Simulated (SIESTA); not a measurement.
Write the native input for SIESTA 5.4.2 that does the following.

| Property | Result |
| --- | --- |
| Task | band structure |
| Functional | PBE |
| Potentials or basis | PseudoDojo 0.4 standard (PBE files) |
| Basis | TZP (energy shift 0.003 Ry; two zetas on semicore shells) |
| Grid cutoff | 500 Ry |
| Energy shift | 0.003 Ry |
| k mesh | 8 × 8 × 8 |
| Occupations | fermi-dirac, width 0.05 eV |
| Spin | no spin polarisation |

PbSe (Clausthalite):

```xyz
2
Lattice="0.0000 3.0606 3.0606 3.0606 0.0000 3.0606 3.0606 3.0606 0.0000" Properties=species:S:1:pos:R:3 pbc="T T T"
Pb    0.0000    0.0000    0.0000
Se    3.0606    3.0606    3.0606
```

The input as run:

PbSe.fdf

```
SystemName                      Clausthalite
SystemLabel                     PbSe
NumberOfSpecies                 2
NumberOfAtoms                   2
%block ChemicalSpeciesLabel
  1  82 Pb
  2  34 Se
%endblock ChemicalSpeciesLabel

LatticeConstant                 1.0 Ang
%block LatticeVectors
     0.0000000000     3.0606500000     3.0606500000
     3.0606500000     0.0000000000     3.0606500000
     3.0606500000     3.0606500000     0.0000000000
%endblock LatticeVectors
AtomicCoordinatesFormat         Ang
%block AtomicCoordinatesAndAtomicSpecies
     0.0000000000     0.0000000000     0.0000000000  1
     3.0606500000     3.0606500000     3.0606500000  2
%endblock AtomicCoordinatesAndAtomicSpecies

%block kgrid.MonkhorstPack
    8   0   0  0.0
    0   8   0  0.0
    0   0   8  0.0
%endblock kgrid.MonkhorstPack
XC.Functional                   GGA
XC.Authors                      PBE
PAO.BasisSize                   TZP
PAO.EnergyShift                 0.003 Ry
Mesh.Cutoff                     500 Ry
OccupationFunction              FD
ElectronicTemperature           0.05 eV
MaxSCFIterations                120
SCF.MustConverge                false
SCF.Mixer.Method                Pulay
SCF.Mixer.Weight                0.25
SCF.Mixer.History               8
SCF.DM.Tolerance                5.0e-05
SCF.H.Tolerance                 1.0e-03 eV
WriteForces                     true
Charge.Mulliken                 end
Charge.Hirshfeld                end
Charge.Voronoi                  end
SaveRho                         true
SaveElectrostaticPotential      true
BandLinesScale                  ReciprocalLatticeVectors
%block BandLines
    1    0.000000   0.000000   0.000000  \Gamma
   12    0.500000   0.000000   0.500000  X
    6    0.500000   0.250000   0.750000  W
    4    0.375000   0.375000   0.750000  K
   13    0.000000   0.000000   0.000000  \Gamma
   11    0.500000   0.500000   0.500000  L
    8    0.625000   0.250000   0.625000  U
    4    0.500000   0.250000   0.750000  W
    9    0.500000   0.500000   0.500000  L
    8    0.375000   0.375000   0.750000  K
    1    0.625000   0.250000   0.625000  U
    4    0.500000   0.000000   0.500000  X
%endblock BandLines
%block PAO.Basis
  Pb 4
  n=6 0 3
    6.167 0.000 0.000
  n=6 1 3
    8.915 0.000 0.000
  n=5 2 2
    4.155 0.000
  n=6 2 1
    8.915
  Se 4
  n=4 0 3
    5.139 0.000 0.000
  n=4 1 3
    6.735 0.000 0.000
  n=3 2 2
    2.657 0.000
  n=4 2 1
    6.735
%endblock PAO.Basis
```

Potentials or basis: PseudoDojo 0.4 standard (PBE files), TZP (energy shift 0.003 Ry; two zetas on semicore shells).

Run with:

```console
$ siesta PbSe.fdf > PbSe.out 2>&1
```

Results of the run:

| Item | Value |
| --- | --- |
| Pressure | 3.4 GPa |
| Band gap on the k mesh | 0.35 eV, direct |
| Band gap along the path | 0.35 eV, direct |
| Hirshfeld charges | Pb +0.23; Se -0.23 e |
| Voronoi charges | Pb +0.29; Se -0.29 e |

Caveat: Mulliken charges of long-ranged orbitals can have an unphysical sign; spin-orbit coupling is left out, which as a rule narrows the gap of such compounds by several tenths of an eV; the basis of atomic orbitals isn't converged, which shifts pressures, moduli and gaps.

Run time: 40 s on 1 thread of Intel(R) Xeon(R) 6975P-C (Granite Rapids) (shared host), peak memory 0.27 GiB.
